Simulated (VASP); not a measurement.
# ZnSe (F-43m) in VASP: G0W0 quasiparticle levels with PBE

Aim: the G0W0 quasiparticle levels of ZnSe with PBE.

All numbers are computed with VASP 6.6.1; they aren't measurements. Logs are shortened: lines on timing, memory, paths and dates and some standing lists are left out, and cuts for length are marked.

## Step 1: The crystal as given

The structure is cubic, space group F-43m (No. 216). The conventional cell has a = 5.733 Å, b = 5.733 Å, c = 5.733 Å, α = 90.00°, β = 90.00°, γ = 90.00°. Zn (site symmetry -43m) has 4 Se at 2.48 Å as nearest neighbours. Around Se (site symmetry -43m) lie 4 Zn at 2.48 Å.

## Step 2: G0W0 quasiparticle levels, PBE

Input file POSCAR:

```
ZnSe
1.0
    0.0000000000      2.8664300000      2.8664300000
    2.8664300000      0.0000000000      2.8664300000
    2.8664300000      2.8664300000      0.0000000000
Zn Se
1 1
Direct
    0.0000000000      0.0000000000      0.0000000000
    0.2500000000      0.2500000000      0.2500000000
```

Input file INCAR.step1:

```
SYSTEM = ZnSe
PREC = Accurate
ENCUT = 420
EDIFF = 1E-8
ISMEAR = 0
SIGMA = 0.01
LREAL = .False.
LASPH = .True.
NELM = 80
ALGO = Normal
LWAVE = .True.
LCHARG = .False.
GGA = PE
```

Input file INCAR.step2:

```
SYSTEM = ZnSe
PREC = Accurate
ENCUT = 420
EDIFF = 1E-8
ISMEAR = 0
SIGMA = 0.01
LREAL = .False.
LASPH = .True.
NELM = 1
ALGO = Exact
LWAVE = .True.
LCHARG = .False.
GGA = PE
NBANDS = 149
LOPTICS = .True.
ISTART = 1
```

Input file INCAR.step3:

```
SYSTEM = ZnSe
PREC = Accurate
ENCUT = 420
EDIFF = 1E-8
ISMEAR = 0
SIGMA = 0.01
LREAL = .False.
LASPH = .True.
ALGO = EVGW0
LWAVE = .False.
LCHARG = .False.
GGA = PE
NELMGW = 1
NBANDS = 149
ENCUTGW = 200
NOMEGA = 60
PRECFOCK = Fast
ISTART = 1
NBANDSGW = 17
```

Input file KPOINTS:

```
Automatic mesh
0
Gamma
  4 4 4
  0 0 0
```

Potentials or basis: VASP PAW PBE potentials, release 64 (Zn_GW, Se_GW).

The run is started by

```bash
cat potpaw_PBE.64/Zn_GW/POTCAR potpaw_PBE.64/Se_GW/POTCAR > POTCAR
cp INCAR.step1 INCAR
mpirun -np 1 vasp_std > vasp.out
cp INCAR.step2 INCAR
mpirun -np 1 vasp_std > vasp.out
cp INCAR.step3 INCAR
mpirun -np 1 vasp_std > vasp.out
```

OUTCAR:

```text
SYSTEM = ZnSe
   PREC = Accurate
   ENCUT = 420
   EDIFF = 1E-8
   ISMEAR = 0
   LREAL = .False.
   LASPH = .True.
   GGA = PE
   NELMGW = 1
   ENCUTGW = 200
   PRECFOCK = Fast
   ISTART = 1

 ion  position               nearest neighbor table
   1  0.000  0.000  0.000-   2 2.48   2 2.48   2 2.48   2 2.48
   2  0.250  0.250  0.250-   1 2.48   1 2.48   1 2.48   1 2.48

  LATTYP: Found a face centered cubic cell.
 ALAT       =     5.7328600000

  Lattice vectors:

 A1 = (   0.0000000000,   2.8664300000,   2.8664300000)
 A2 = (   2.8664300000,   0.0000000000,   2.8664300000)
 A3 = (   2.8664300000,   2.8664300000,   0.0000000000)

Analysis of symmetry for initial positions (statically):
=====================================================================
 Subroutine PRICEL returns:
 Original cell was already a primitive cell.

 Routine SETGRP: Setting up the symmetry group for a
 face centered cubic supercell.

 Subroutine GETGRP returns: Found 24 space group operations
 (whereof 24 operations were pure point group operations)
 out of a pool of 48 trial point group operations.

The static configuration has the point symmetry T_d .

Analysis of symmetry for dynamics (positions and initial velocities):
=====================================================================
 Subroutine PRICEL returns:
 Original cell was already a primitive cell.

 Routine SETGRP: Setting up the symmetry group for a
 face centered cubic supercell.

 Subroutine GETGRP returns: Found 24 space group operations
 (whereof 24 operations were pure point group operations)
 out of a pool of 48 trial point group operations.

The dynamic configuration has the point symmetry T_d .

 Subroutine INISYM returns: Found 24 space group operations
 (whereof 24 operations are pure point group operations),
 and found     1 'primitive' translations

----------------------------------------------------------------------------------------

                                     Primitive cell

  volume of cell :      47.1036

  direct lattice vectors                    reciprocal lattice vectors
     0.000000000  2.866430000  2.866430000    -0.174433006  0.174433006  0.174433006
     2.866430000  0.000000000  2.866430000     0.174433006 -0.174433006  0.174433006
     2.866430000  2.866430000  0.000000000     0.174433006  0.174433006 -0.174433006

  length of vectors
     4.053744182  4.053744182  4.053744182     0.302126828  0.302126828  0.302126828

  position of ions in fractional coordinates (direct lattice)
     0.000000000  0.000000000  0.000000000
     0.250000000  0.250000000  0.250000000

  ion indices of the primitive-cell ions
   primitive index   ion index
                 1           1
                 2           2

----------------------------------------------------------------------------------------

 KPOINTS: Automatic mesh

Automatic generation of k-mesh.
 Grid dimensions read from file:
 generate k-points for:    4    4    4

 Generating k-lattice:

  Cartesian coordinates                     Fractional coordinates (reciprocal lattice)
    -0.043608251  0.043608251  0.043608251     0.250000000  0.000000000  0.000000000
     0.043608251 -0.043608251  0.043608251     0.000000000  0.250000000  0.000000000
     0.043608251  0.043608251 -0.043608251     0.000000000  0.000000000  0.250000000

  Length of vectors
     0.075531707  0.075531707  0.075531707

  Shift w.r.t. Gamma in fractional coordinates (k-lattice)
     0.000000000  0.000000000  0.000000000

 Subroutine IBZKPT returns following result:
 ===========================================

 Found      8 irreducible k-points:

 Following reciprocal coordinates:
            Coordinates               Weight
  0.000000  0.000000  0.000000      1.000000
  0.250000  0.000000  0.000000      8.000000
  0.500000  0.000000  0.000000      4.000000
  0.250000  0.250000  0.000000      6.000000
  0.500000  0.250000  0.000000     24.000000
 -0.250000  0.250000  0.000000     12.000000
  0.500000  0.500000  0.000000      3.000000
 -0.250000  0.500000  0.250000      6.000000
   k-points           NKPTS =      8   k-points in BZ     NKDIM =     64   number of bands    NBANDS=    149
   number of dos      NEDOS =    301   number of ions     NIONS =      2
   total plane-waves  NPLWV =  21952
   dimension x,y,z NGX =    28 NGY =   28 NGZ =   28
   dimension x,y,z NGXF=    56 NGYF=   56 NGZF=   56
   ions per type =               1   1
   NGX,Y,Z   is equivalent  to a cutoff of  11.48, 11.48, 11.48 a.u.
   NGXF,Y,Z  is equivalent  to a cutoff of  22.97, 22.97, 22.97 a.u.
 SYSTEM =  ZnSe
   PREC   = accura    normal or accurate (medium, high low for compatibility)
   ISTART =      1    job   : 0-new  1-cont  2-samecut
   ICHARG =      0    charge: 1-file 2-atom 10-const
   ISPIN  =      1    spin polarized calculation?
   LNONCOLLINEAR =      F non collinear calculations
   LSORBIT =      F    spin-orbit coupling
   LASPH  =      T    aspherical Exc in radial PAW
   ENCUT  =  420.0 eV  30.87 Ry    5.56 a.u.   6.77  6.77  6.77*2*pi/ulx,y,z
   NELM   =     60;   NELMIN=  2; NELMDL=  0     # of ELM steps
   EDIFF  = 0.1E-07   stopping-criterion for ELM
   LREAL  =      F    real-space projection
   EDIFFG = 0.1E-06   stopping-criterion for IOM
   NSW    =      0    number of steps for IOM
   IBRION =     -1    ionic relax: 0-MD 1-quasi-New 2-CG
   NFREE  =      0    steps in history (QN), initial steepest desc. (CG)
   ISIF   =      0    stress and relaxation
   ISYM   =      3    0-nonsym 1-usesym 2-fastsym
   POTIM  = 0.5000    time-step for ionic-motion
   TEBEG  =    0.0;   TEEND  =   0.0 temperature during run
   PSTRESS=    0.0 pullay stress
   NELECT =      18.0000    total number of electrons
   NUPDOWN=      -1.0000    fix difference up-down
   EMIN   =  10.00;   EMAX   =-10.00  energy-range for DOS
   EFERMI =   0.00;   METHOD = LEGACY
   ISMEAR =     0;   SIGMA  =   0.01  broadening in eV -4-tet -1-fermi 0-gaus
   EFERMI_NEDOS =   21; number of points for ismear=-14 and -15
   IALGO  =     38    algorithm
   IMIX   =      4    mixing-type and parameters
     AMIX     =   0.40;   BMIX     =  1.00
     AMIX_MAG =   1.60;   BMIX_MAG =  1.00
  volume/ion in A,a.u.               =      23.55       158.94
  Fermi-wavevector in a.u.,A,eV,Ry     =   1.187994  2.244984 19.202314  1.411330
  Thomas-Fermi vector in A             =   2.324133
   LORBIT       =      0    0 simple, 1 ext, 2 COOP (PROOUT), +10 PAW based schemes
   GGA     = PE    functional components
   LHFCALC =     T    Hartree Fock is set to
   PRECFOCK=fast      Normal, Fast or Accurate (Low or Medium for compatibility)
   ENCUT4O =  -1.0   cutoff for four orbital integrals eV
   NKREDX  =     1    reduce k-point grid by
   NKREDY  =     1    reduce k-point grid by
   NKREDZ  =     1    reduce k-point grid by
   AEXX    =    1.0000 exact exchange contribution
   HFSCREEN=    0.0000 screening length (either q_TF or 0.3 A-1)
   HFSCREENC=   0.0000 screening length for correlation (either q_TF or 0.3 A-1)
   ENCUTFOCK=  -1.0 apply spherical cutoff to Coloumb kernel
   IVDW    =     0    specifies the selected vdW correction
   LEPSILON=     F    determine dielectric tensor
   LRPA    =     F    only Hartree local field effects (RPA)
   LRPAFORCE           =     F    calculate RPA forces
   ENCUTGW             = 200.0    cutoff for response function in eV
   ENCUTGWSOFT         = 160.0    soft cutoff for Coulomb kernel in GW response function in eV
   ENCUTLF             =  -1.0    cutoff for local field effects
   NELMGW              =     1    number of iterations in solving QP/BSE equation
   NELMHF              =     1    number of iterations in the inner HF iteration
   NKREDLFX            =     1    NKREDLFY  =   1   NKREDLFZ  =   1
 non-spin polarized calculation
 Gauss-broadening in eV      SIGMA  =   0.01
  energy-cutoff  :      420.00
  volume of cell :       47.10
 maximum number of plane-waves:       941
  NGX = 16; NGY = 16; NGZ = 16
   NGX = 13   NGY = 13   NGZ = 13
 maximum number of plane-waves:       308

 QP shifts <psi_nk| G(iteration)W_0 |psi_nk>: iteration 1
 for sc-GW calculations column KS-energies equals QP-energies in previous step
 and V_xc(KS)=  KS-energies - (<T + V_ion + V_H > + <T+V_H+V_ion>^1  + <V_x>^1)

 k-point   1 :       0.0000    0.0000    0.0000
  band No.  KS-energies  QP-energies   sigma(KS)   V_xc(KS)     V^pw_x(r,r')   Z            occupation Imag(sigma)

      1     -10.6880     -11.1876     -13.0923     -12.3037     -19.7833       0.6335       2.0000       1.0458
      2      -4.0996      -5.5604     -21.9507     -19.7336     -30.9137       0.6589       2.0000       0.1943
      3      -4.0996      -5.5604     -21.9507     -19.7336     -30.9137       0.6589       2.0000       0.1943
      4      -4.0996      -5.5604     -21.9507     -19.7336     -30.9137       0.6589       2.0000       0.1943
      5      -3.7634      -5.2920     -22.8025     -20.5027     -32.0305       0.6647       2.0000       0.1771
      6      -3.7634      -5.2920     -22.8025     -20.5027     -32.0305       0.6647       2.0000       0.1771
[... 9 lines left out ...]
     16      13.7199      13.8967      -9.9242     -10.1637      -4.8916       0.7381       0.0000      -0.2590
     17      15.3038      15.1088      -7.7261      -7.4648      -2.2060       0.7465       0.0000      -0.4981

 k-point   2 :       0.2500    0.0000    0.0000
  band No.  KS-energies  QP-energies   sigma(KS)   V_xc(KS)     V^pw_x(r,r')   Z            occupation Imag(sigma)

      1     -10.3490     -10.8621     -13.3363     -12.5435     -19.9006       0.6473       2.0000       1.0219
      2      -4.0529      -5.5203     -22.0509     -19.8297     -31.0435       0.6606       2.0000       0.1935
      3      -4.0529      -5.5203     -22.0509     -19.8297     -31.0435       0.6606       2.0000       0.1935
      4      -4.0323      -5.4671     -21.4240     -19.2564     -30.1154       0.6619       2.0000       0.1988
      5      -3.7628      -5.2936     -22.7983     -20.5005     -32.0314       0.6662       2.0000       0.1778
      6      -3.7628      -5.2936     -22.7983     -20.5005     -32.0314       0.6662       2.0000       0.1778
[... 9 lines left out ...]
     16      12.9847      12.8458      -7.3863      -7.1994      -2.1591       0.7437       0.0000      -0.2788
     17      16.1004      16.1407      -8.5465      -8.6009      -2.7277       0.7421       0.0000      -0.5321

 k-point   3 :       0.5000    0.0000    0.0000
  band No.  KS-energies  QP-energies   sigma(KS)   V_xc(KS)     V^pw_x(r,r')   Z            occupation Imag(sigma)
[... 85 lines left out ...]
      1      -9.7036     -10.2174     -13.8874     -13.1228     -20.2775       0.6720       2.0000       0.9663
      2      -4.0506      -5.4544     -20.7681     -18.6547     -29.1425       0.6642       2.0000       0.2048
      3      -3.8690      -5.3620     -22.5573     -20.3065     -31.7283       0.6633       2.0000       0.1900
      4      -3.8690      -5.3620     -22.5573     -20.3065     -31.7283       0.6633       2.0000       0.1900
      5      -3.7192      -5.2545     -22.8997     -20.6033     -32.1694       0.6686       2.0000       0.1769
      6      -3.5951      -5.0813     -22.4865     -20.2547     -31.5758       0.6659       2.0000       0.1879
[... 9 lines left out ...]
     16      16.5871      16.7117     -10.0139     -10.1807      -4.3875       0.7473       0.0000      -0.5183
     17      16.5871      16.7117     -10.0139     -10.1807      -4.3875       0.7473       0.0000      -0.5183

 k-point   8 :      -0.2500    0.5000    0.2500
  band No.  KS-energies  QP-energies   sigma(KS)   V_xc(KS)     V^pw_x(r,r')   Z            occupation Imag(sigma)

      1      -9.6991     -10.2053     -13.8988     -13.1361     -20.2961       0.6637       2.0000       0.9552
      2      -3.9854      -5.4485     -21.8354     -19.6322     -30.6900       0.6641       2.0000       0.1945
      3      -3.9115      -5.4089     -22.5072     -20.2494     -31.6876       0.6632       2.0000       0.1895
      4      -3.7903      -5.3099     -22.7784     -20.4908     -32.0416       0.6643       2.0000       0.1834
      5      -3.7883      -5.2862     -22.4371     -20.1804     -31.5051       0.6638       2.0000       0.1816
      6      -3.4881      -4.9866     -22.8202     -20.5803     -31.9935       0.6690       2.0000       0.1867
[... 9 lines left out ...]
     16      16.2311      16.2154      -9.0672      -9.0460      -3.3678       0.7405       0.0000      -0.5407
     17      16.7440      17.0084      -9.7950     -10.1548      -3.8684       0.7348       0.0000      -0.5560
```

It took 1.7 min on 1 thread of Intel Xeon 6975P-C (Granite Rapids), shared host; peak memory 0.49 GiB.

What came out:

```
Band gap on the k mesh, mean-field level : 1.13 eV, direct
Quasiparticle gap                        : 2.21 eV
Least direct quasiparticle gap           : 2.21 eV
```

Caveat: the k mesh is coarse (spacing up to 0.47 Å⁻¹), so the values aren't converged; bands, screening cutoff and mesh are small and nothing is extrapolated, so the quasiparticle values aren't converged.
